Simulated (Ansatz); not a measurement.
# Cs: single points about a listed cell

Aim: see how energy, forces, stress and gap of Cs answer to further strains and shifts, swapped elements, distortions that keep the symmetry. Nothing is relaxed unless a step says so.

Program: Ansatz 0.2.0. Level of theory: DFT PBEsol, scalar-relativistic, plane waves, PAW. These are calculated values, not measurements.

### Step 1. The starting structure

Symmetry: Pbcm, No. 57, orthorhombic system. The conventional cell has a = 5.519 Å, b = 10.052 Å, c = 8.988 Å, α = 90.00°, β = 90.00°, γ = 90.00°.

As a file:

```cif
data_structure
_symmetry_space_group_name_H-M 'P 1'
_symmetry_Int_Tables_number 1
_cell_length_a 5.5193
_cell_length_b 10.0517
_cell_length_c 8.9881
_cell_angle_alpha 90.000
_cell_angle_beta 90.000
_cell_angle_gamma 90.000
_cell_volume 498.64
loop_
_atom_site_label
_atom_site_type_symbol
_atom_site_fract_x
_atom_site_fract_y
_atom_site_fract_z
_atom_site_occupancy
Cs1 Cs 0.73930 0.39474 0.75000 1
Cs2 Cs 0.26070 0.60526 0.25000 1
Cs3 Cs 0.73930 0.10526 0.25000 1
Cs4 Cs 0.26070 0.89474 0.75000 1
```

The structure comes from the Materials Project (structure only).

### Step 2. A distortion that keeps the symmetry

Against the listed cell: strain xx, yy, zz, yz, xz, xy = +1.4, +1.4, -0.1, +0.0, +0.0, +0.0 %; atoms moved by 0.03 Å root mean square, at most 0.03 Å.

File input.yaml:

```yaml
crystal:
  lattice:
    - [5.5963612738, 0.0, 0.0]
    - [0.0, 10.1911988392, 0.0]
    - [0.0, 0.0, 8.9784576299]
  atoms:
    - { symbol: Cs, position: [0.7431183108, 0.3968683064, 0.75] }
    - { symbol: Cs, position: [0.2568816892, 0.6031316936, 0.25] }
    - { symbol: Cs, position: [0.7431183108, 0.1031316936, 0.25] }
    - { symbol: Cs, position: [0.2568816892, 0.8968683064, 0.75] }
basis:
  ecutwfc: 420
kpoints:
  mp_grid: { grid: [8, 4, 6] }
hamiltonian:
  xc: pbesol
scf:
  occupations: { method: gaussian, width: 0.1 }
output:
  forces: true
  stress: true
  eigenvalues: true
```

### Step 3. A distortion that keeps the symmetry

File input.yaml:

```yaml
crystal:
  lattice:
    - [5.7650297753, 0.0, 0.0]
    - [0.0, 10.3298115271, 0.0]
    - [0.0, 0.0, 9.3547883247]
  atoms:
    - { symbol: Cs, position: [0.7606499251, 0.385509041, 0.75] }
    - { symbol: Cs, position: [0.2393500749, 0.614490959, 0.25] }
    - { symbol: Cs, position: [0.7606499251, 0.114490959, 0.25] }
    - { symbol: Cs, position: [0.2393500749, 0.885509041, 0.75] }
basis:
  ecutwfc: 420
kpoints:
  mp_grid: { grid: [8, 4, 6] }
hamiltonian:
  xc: pbesol
scf:
  occupations: { method: gaussian, width: 0.1 }
output:
  forces: true
  stress: true
  eigenvalues: true
```

### Step 4. A change within a subgroup

File input.yaml:

```yaml
crystal:
  lattice:
    - [5.5119166379, 0.0, 0.0668382053]
    - [0.0, 9.8209954096, 0.0]
    - [0.1088455867, 0.0, 8.6311584169]
  atoms:
    - { symbol: Cs, position: [0.7422069746, 0.3976078366, 0.7485060134] }
    - { symbol: Cs, position: [0.2577930254, 0.6042815886, 0.2514939866] }
    - { symbol: Cs, position: [0.7422069746, 0.1023921634, 0.2485060134] }
    - { symbol: Cs, position: [0.2577930254, 0.8957184114, 0.7514939866] }
basis:
  ecutwfc: 420
kpoints:
  mp_grid: { grid: [8, 4, 4] }
hamiltonian:
  xc: pbesol
scf:
  occupations: { method: gaussian, width: 0.1 }
output:
  forces: true
  stress: true
  eigenvalues: true
```

### Step 5. A change within a subgroup

File input.yaml:

```yaml
crystal:
  lattice:
    - [5.1293769179, 0.0, 0.0]
    - [0.0, 10.1240536068, 0.0]
    - [0.0, 0.0, 8.6739416533]
  atoms:
    - { symbol: Cs, position: [0.7419485419, 0.3832527307, 0.7605229867] }
    - { symbol: Cs, position: [0.2580514581, 0.6167472693, 0.2605229867] }
    - { symbol: Cs, position: [0.7419485419, 0.1167472693, 0.2394770133] }
    - { symbol: Cs, position: [0.2580514581, 0.8832527307, 0.7394770133] }
basis:
  ecutwfc: 420
kpoints:
  mp_grid: { grid: [8, 4, 6] }
hamiltonian:
  xc: pbesol
scf:
  occupations: { method: gaussian, width: 0.1 }
output:
  forces: true
  stress: true
  eigenvalues: true
  populations: true
```

### Step 6. One element swapped, cell strained: Cs → K, first probe

File input.yaml:

```yaml
crystal:
  lattice:
    - [5.0780439348, 0.0, 0.0]
    - [0.0, 8.9133653164, 0.0]
    - [0.0, 0.0, 7.3925140293]
  atoms:
    - { symbol: K, position: [0.6974911242, 0.3851753606, 0.75] }
    - { symbol: K, position: [0.3025088758, 0.6148246394, 0.25] }
    - { symbol: K, position: [0.6974911242, 0.1148246394, 0.25] }
    - { symbol: K, position: [0.3025088758, 0.8851753606, 0.75] }
basis:
  ecutwfc: 420
kpoints:
  mp_grid: { grid: [4, 2, 4] }
hamiltonian:
  xc: pbesol
scf:
  occupations: { method: gaussian, width: 0.1 }
output:
  forces: true
  stress: true
  eigenvalues: true
```

### Step 7. Substitution of an element, cell strained: Cs → K

input.yaml, as its differences from that of step 6:

```diff
@@ -13,3 +13,3 @@
 kpoints:
-  mp_grid: { grid: [4, 2, 4] }
+  mp_grid: { grid: [8, 6, 6] }
 hamiltonian:
```

### Step 8. Substitution of an element, cell strained: Cs → K, first probe

File input.yaml:

```yaml
crystal:
  lattice:
    - [4.7947668802, 0.0, 0.0]
    - [0.0, 8.7322383001, 0.0]
    - [0.0, 0.0, 7.8082469708]
  atoms:
    - { symbol: K, position: [0.73930103, 0.3947436, 0.75] }
    - { symbol: K, position: [0.26069897, 0.6052564, 0.25] }
    - { symbol: K, position: [0.73930103, 0.1052564, 0.25] }
    - { symbol: K, position: [0.26069897, 0.8947436, 0.75] }
basis:
  ecutwfc: 420
kpoints:
  mp_grid: { grid: [4, 2, 4] }
hamiltonian:
  xc: pbesol
scf:
  occupations: { method: gaussian, width: 0.1 }
output:
  forces: true
  stress: true
  eigenvalues: true
```

### Step 9. Substitution of an element, cell strained: Cs → K

input.yaml, as its differences from that of step 8:

```diff
@@ -13,3 +13,3 @@
 kpoints:
-  mp_grid: { grid: [4, 2, 4] }
+  mp_grid: { grid: [10, 6, 6] }
 hamiltonian:
@@ -22 +22,2 @@
   eigenvalues: true
+  populations: true
```

**Question.** What will these runs give? Wanted: for each run, case; energy; pressure; largest force.

As calculated:

| step | case | energy (meV/atom) | pressure (GPa) | largest force (eV/Å) | gap on the mesh (eV) |
| --- | --- | --- | --- | --- | --- |
| 2 | a distortion that keeps the symmetry | +0.0 | -0.2 | 0.02 | 0.00 |
| 3 | a distortion that keeps the symmetry | +21.9 | -0.3 | 0.03 | 0.00 |
| 4 | a change within a subgroup | -12.3* | -0.1 | 0.03 | 0.00 |
| 5 | a change within a subgroup | -8.5 | -0.1 | 0.04 | 0.00 |
| 7 | substitution of an element, cell strained: Cs → K | n/a | -0.4 | 0.09 | 0.00 |
| 9 | substitution of an element, cell strained: Cs → K | n/a | -0.4 | 0.02 | 0.00 |

Energies are counted from step 2, with the smearing taken to zero; a star marks another k mesh, which can shift energies by itself, so starred rows don't rank against the others. Other atoms or functionals have another zero of energy (n/a). A gap of 0.00 means none on the mesh at this level.

**Reading.** The pressure is -0.1 GPa in the smallest cell and -0.3 GPa in the largest; between them shape and moved atoms count too. The distorted cells of the listed formula and level show no gap on the mesh.
